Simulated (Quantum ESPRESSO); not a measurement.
Wanted: the native input for a Quantum ESPRESSO 7.5 run.

```
Task                : phonons and electron-phonon coupling
Functional          : PBEsol
Potentials or basis : GBRV 1.5 PBEsol
Cutoff              : 612 eV
Density cutoff      : 4898 eV
k mesh              : 12 × 12 × 12
Occupations         : methfessel-paxton, width 0.272 eV
Spin                : no spin polarisation
Mixing beta         : 0.5
Most SCF iterations : 120
SCF threshold       : 2e-10 Ry
q mesh              : 4 × 4 × 4
```

The system is Pt.

```
Pt
1.0
     0.00000    1.96090    1.96090
     1.96090    0.00000    1.96090
     1.96090    1.96090    0.00000
Pt
1
Direct
  0.00000 0.00000 0.00000
```

The input as run:

pw.in

```
&CONTROL
  calculation = 'scf'
  prefix = 'pwscf'
  outdir = './tmp'
  pseudo_dir = './pseudo'
  tprnfor = .true.
  tstress = .true.
  disk_io = 'low'
/
&SYSTEM
  ibrav = 0
  nat = 1
  ntyp = 1
  ecutwfc = 45
  ecutrho = 360
  nbnd = 14
  occupations = 'smearing'
  smearing = 'mp'
  degauss = 0.01999163
/
&ELECTRONS
  conv_thr = 2d-10
  electron_maxstep = 120
  mixing_beta = 0.5
/
ATOMIC_SPECIES
Pt   195.0840 pt_pbesol_v1.4.uspp.F.UPF
CELL_PARAMETERS angstrom
   0.0000000000    1.9609000000    1.9609000000
   1.9609000000    0.0000000000    1.9609000000
   1.9609000000    1.9609000000    0.0000000000
ATOMIC_POSITIONS crystal
Pt     0.0000000000    0.0000000000    0.0000000000
K_POINTS automatic
12 12 12 0 0 0
```

relax.in

```
&CONTROL
  calculation = 'vc-relax'
  prefix = 'pwscf'
  outdir = './tmp'
  pseudo_dir = './pseudo'
  tprnfor = .true.
  tstress = .true.
  disk_io = 'low'
  nstep = 40
  forc_conv_thr = 0.0001
  etot_conv_thr = 1d-06
/
&SYSTEM
  ibrav = 0
  nat = 1
  ntyp = 1
  ecutwfc = 45
  ecutrho = 360
  nbnd = 14
  occupations = 'smearing'
  smearing = 'mp'
  degauss = 0.01999163
/
&ELECTRONS
  conv_thr = 2d-10
  electron_maxstep = 120
  mixing_beta = 0.5
/
&IONS
  ion_dynamics = 'bfgs'
/
&CELL
  cell_dynamics = 'bfgs'
  press = 0
  press_conv_thr = 0.2
/
ATOMIC_SPECIES
Pt   195.0840 pt_pbesol_v1.4.uspp.F.UPF
CELL_PARAMETERS angstrom
   0.0000000000    1.9609000000    1.9609000000
   1.9609000000    0.0000000000    1.9609000000
   1.9609000000    1.9609000000    0.0000000000
ATOMIC_POSITIONS crystal
Pt     0.0000000000    0.0000000000    0.0000000000
K_POINTS automatic
12 12 12 0 0 0
```

scf2.in

```
&CONTROL
  calculation = 'scf'
  prefix = 'pwscf'
  outdir = './tmp'
  pseudo_dir = './pseudo'
  tprnfor = .true.
  tstress = .true.
  disk_io = 'low'
/
&SYSTEM
  ibrav = 0
  nat = 1
  ntyp = 1
  ecutwfc = 45
  ecutrho = 360
  nbnd = 14
  occupations = 'smearing'
  smearing = 'mp'
  degauss = 0.01999163
/
&ELECTRONS
  conv_thr = 1d-13
  electron_maxstep = 120
  mixing_beta = 0.5
  startingpot = 'file'
  startingwfc = 'file'
/
ATOMIC_SPECIES
Pt   195.0840 pt_pbesol_v1.4.uspp.F.UPF
CELL_PARAMETERS angstrom
   0.0000000000    1.9565703418    1.9565703418
   1.9565703418    0.0000000000    1.9565703418
   1.9565703418    1.9565703418    0.0000000000
ATOMIC_POSITIONS crystal
Pt     0.0000000000    0.0000000000    0.0000000000
K_POINTS automatic
12 12 12 0 0 0
```

dense.in

```
&CONTROL
  calculation = 'scf'
  prefix = 'pwscf'
  outdir = './tmp'
  pseudo_dir = './pseudo'
  tprnfor = .true.
  tstress = .true.
  disk_io = 'low'
/
&SYSTEM
  ibrav = 0
  nat = 1
  ntyp = 1
  ecutwfc = 45
  ecutrho = 360
  nbnd = 14
  occupations = 'smearing'
  smearing = 'mp'
  degauss = 0.01999163
  la2F = .true.
/
&ELECTRONS
  conv_thr = 1d-12
  electron_maxstep = 120
  mixing_beta = 0.5
  startingpot = 'file'
/
ATOMIC_SPECIES
Pt   195.0840 pt_pbesol_v1.4.uspp.F.UPF
CELL_PARAMETERS angstrom
   0.0000000000    1.9565703418    1.9565703418
   1.9565703418    0.0000000000    1.9565703418
   1.9565703418    1.9565703418    0.0000000000
ATOMIC_POSITIONS crystal
Pt     0.0000000000    0.0000000000    0.0000000000
K_POINTS automatic
36 36 36 0 0 0
```

scf3.in

```
&CONTROL
  calculation = 'scf'
  prefix = 'pwscf'
  outdir = './tmp'
  pseudo_dir = './pseudo'
  tprnfor = .true.
  tstress = .true.
  disk_io = 'low'
/
&SYSTEM
  ibrav = 0
  nat = 1
  ntyp = 1
  ecutwfc = 45
  ecutrho = 360
  nbnd = 14
  occupations = 'smearing'
  smearing = 'mp'
  degauss = 0.01999163
/
&ELECTRONS
  conv_thr = 1d-12
  electron_maxstep = 120
  mixing_beta = 0.5
  startingpot = 'file'
/
ATOMIC_SPECIES
Pt   195.0840 pt_pbesol_v1.4.uspp.F.UPF
CELL_PARAMETERS angstrom
   0.0000000000    1.9565703418    1.9565703418
   1.9565703418    0.0000000000    1.9565703418
   1.9565703418    1.9565703418    0.0000000000
ATOMIC_POSITIONS crystal
Pt     0.0000000000    0.0000000000    0.0000000000
K_POINTS automatic
12 12 12 0 0 0
```

ph.in

```
phonon_bands of Pt
&INPUTPH
  prefix = 'pwscf'
  outdir = './tmp'
  tr2_ph = 1d-18
  fildyn = 'dyn'
  niter_ph = 90
  alpha_mix(1) = 0.4
  ldisp = .true.
  nq1 = 4
  nq2 = 4
  nq3 = 4
  electron_phonon = 'interpolated'
  el_ph_sigma = 0.005
  el_ph_nsigma = 10
  fildvscf = 'dvscf'
/
```

q2r.in

```
&INPUT
  fildyn = 'dyn'
  zasr = 'crystal'
  flfrc = 'fc'
  la2F = .true.
/
```

matdyn.in

```
&INPUT
  asr = 'crystal'
  flfrc = 'fc'
  flfrq = 'freq'
  q_in_cryst_coord = .true.
  flvec = ' '
/
80
 0.0000000000  0.0000000000  0.0000000000
 0.0454545455  0.0000000000  0.0454545455
 0.0909090909  0.0000000000  0.0909090909
 0.1363636364  0.0000000000  0.1363636364
 0.1818181818  0.0000000000  0.1818181818
 0.2272727273  0.0000000000  0.2272727273
 0.2727272727  0.0000000000  0.2727272727
 0.3181818182  0.0000000000  0.3181818182
 0.3636363636  0.0000000000  0.3636363636
 0.4090909091  0.0000000000  0.4090909091
 0.4545454545  0.0000000000  0.4545454545
 0.5000000000  0.0000000000  0.5000000000
 0.5000000000  0.0500000000  0.5500000000
 0.5000000000  0.1000000000  0.6000000000
 0.5000000000  0.1500000000  0.6500000000
 0.5000000000  0.2000000000  0.7000000000
 0.5000000000  0.2500000000  0.7500000000
 0.4687500000  0.2812500000  0.7500000000
 0.4375000000  0.3125000000  0.7500000000
 0.4062500000  0.3437500000  0.7500000000
 0.3750000000  0.3750000000  0.7500000000
 0.3461538462  0.3461538462  0.6923076923
 0.3173076923  0.3173076923  0.6346153846
 0.2884615385  0.2884615385  0.5769230769
 0.2596153846  0.2596153846  0.5192307692
 0.2307692308  0.2307692308  0.4615384615
 0.2019230769  0.2019230769  0.4038461538
 0.1730769231  0.1730769231  0.3461538462
 0.1442307692  0.1442307692  0.2884615385
 0.1153846154  0.1153846154  0.2307692308
 0.0865384615  0.0865384615  0.1730769231
 0.0576923077  0.0576923077  0.1153846154
 0.0288461538  0.0288461538  0.0576923077
 0.0000000000  0.0000000000  0.0000000000
 0.0454545455  0.0454545455  0.0454545455
 0.0909090909  0.0909090909  0.0909090909
 0.1363636364  0.1363636364  0.1363636364
 0.1818181818  0.1818181818  0.1818181818
 0.2272727273  0.2272727273  0.2272727273
 0.2727272727  0.2727272727  0.2727272727
 0.3181818182  0.3181818182  0.3181818182
 0.3636363636  0.3636363636  0.3636363636
 0.4090909091  0.4090909091  0.4090909091
 0.4545454545  0.4545454545  0.4545454545
 0.5000000000  0.5000000000  0.5000000000
 0.5178571429  0.4642857143  0.5178571429
 0.5357142857  0.4285714286  0.5357142857
 0.5535714286  0.3928571429  0.5535714286
 0.5714285714  0.3571428571  0.5714285714
 0.5892857143  0.3214285714  0.5892857143
 0.6071428571  0.2857142857  0.6071428571
 0.6250000000  0.2500000000  0.6250000000
 0.5937500000  0.2500000000  0.6562500000
 0.5625000000  0.2500000000  0.6875000000
 0.5312500000  0.2500000000  0.7187500000
 0.5000000000  0.2500000000  0.7500000000
 0.5000000000  0.2750000000  0.7250000000
 0.5000000000  0.3000000000  0.7000000000
 0.5000000000  0.3250000000  0.6750000000
 0.5000000000  0.3500000000  0.6500000000
 0.5000000000  0.3750000000  0.6250000000
 0.5000000000  0.4000000000  0.6000000000
 0.5000000000  0.4250000000  0.5750000000
 0.5000000000  0.4500000000  0.5500000000
 0.5000000000  0.4750000000  0.5250000000
 0.5000000000  0.5000000000  0.5000000000
 0.4861111111  0.4861111111  0.5277777778
 0.4722222222  0.4722222222  0.5555555556
 0.4583333333  0.4583333333  0.5833333333
 0.4444444444  0.4444444444  0.6111111111
 0.4305555556  0.4305555556  0.6388888889
 0.4166666667  0.4166666667  0.6666666667
 0.4027777778  0.4027777778  0.6944444444
 0.3888888889  0.3888888889  0.7222222222
 0.3750000000  0.3750000000  0.7500000000
 0.6250000000  0.2500000000  0.6250000000
 0.5937500000  0.1875000000  0.5937500000
 0.5625000000  0.1250000000  0.5625000000
 0.5312500000  0.0625000000  0.5312500000
 0.5000000000  0.0000000000  0.5000000000
```

matdyn_dos.in

```
&INPUT
  asr = 'crystal'
  flfrc = 'fc'
  dos = .true.
  fldos = 'phdos'
  nk1 = 18
  nk2 = 18
  nk3 = 18
  deltaE = 0.5
  flvec = ' '
  flfrq = ' '
/
```

matdyn_a2f.in

```
&INPUT
  asr = 'crystal'
  flfrc = 'fc'
  la2F = .true.
  dos = .true.
  fldos = 'dos2'
  nk1 = 14
  nk2 = 14
  nk3 = 14
  ndos = 60
  el_ph_nsigma = 10
  flfrq = 'dosfreq2'
  flvec = ' '
/
```

matdyn_mesh.in

```
&INPUT
  asr = 'crystal'
  flfrc = 'fc'
  flfrq = 'mesh'
  q_in_cryst_coord = .true.
  flvec = ' '
/
1000
 0.05000000  0.05000000  0.05000000
 0.05000000  0.05000000  0.15000000
 0.05000000  0.05000000  0.25000000
[... 997 further points of the even 10 x 10 x 10 mesh, shifted by half a step ...]
```

Potentials or basis: GBRV 1.5 PBEsol.

Launch:

```console
$ OMP_NUM_THREADS=1 mpirun -n 4 pw.x -nk 4 -in pw.in > pw.out
$ OMP_NUM_THREADS=1 mpirun -n 4 pw.x -nk 4 -in relax.in > relax.out
$ OMP_NUM_THREADS=1 mpirun -n 4 pw.x -nk 4 -in scf2.in > scf2.out
$ OMP_NUM_THREADS=1 mpirun -n 4 pw.x -nk 4 -in dense.in > dense.out
$ OMP_NUM_THREADS=1 mpirun -n 4 pw.x -nk 4 -in scf3.in > scf3.out
$ OMP_NUM_THREADS=1 mpirun -n 4 ph.x -nk 4 -in ph.in > ph.out
$ OMP_NUM_THREADS=1 mpirun -n 1 q2r.x -in q2r.in > q2r.out
$ OMP_NUM_THREADS=1 mpirun -n 1 matdyn.x -in matdyn.in > matdyn.out
$ OMP_NUM_THREADS=1 mpirun -n 1 matdyn.x -in matdyn_dos.in > matdyn_dos.out
$ OMP_NUM_THREADS=1 mpirun -n 1 matdyn.x -in matdyn_a2f.in > matdyn_a2f.out
$ OMP_NUM_THREADS=1 mpirun -n 1 matdyn.x -in matdyn_mesh.in > matdyn_mesh.out
```

Results of the run:

* Relaxed volume: 14.98 Å³/atom
* Relaxed cell: a = 2.767 Å, b = 2.767 Å, c = 2.767 Å, α = 60.00°, β = 60.00°, γ = 60.00°
* Space group after relaxing (to 0.05 Å): Fm-3m (No. 225)
* Pressure after relaxing: 0.0 GPa
* Band gap on the k mesh: none (metal or under the smearing width)
* Highest phonon frequency: 199 cm⁻¹
* Zero-point energy: 0.023 eV/atom

Caveat: λ from interpolated matrix elements is rough: modes that symmetry makes equal can differ by tens of percent.

Wall time 18 min on 4 MPI ranks on Arm Neoverse V1, on a shared host, peak memory 0.36 GiB a rank.
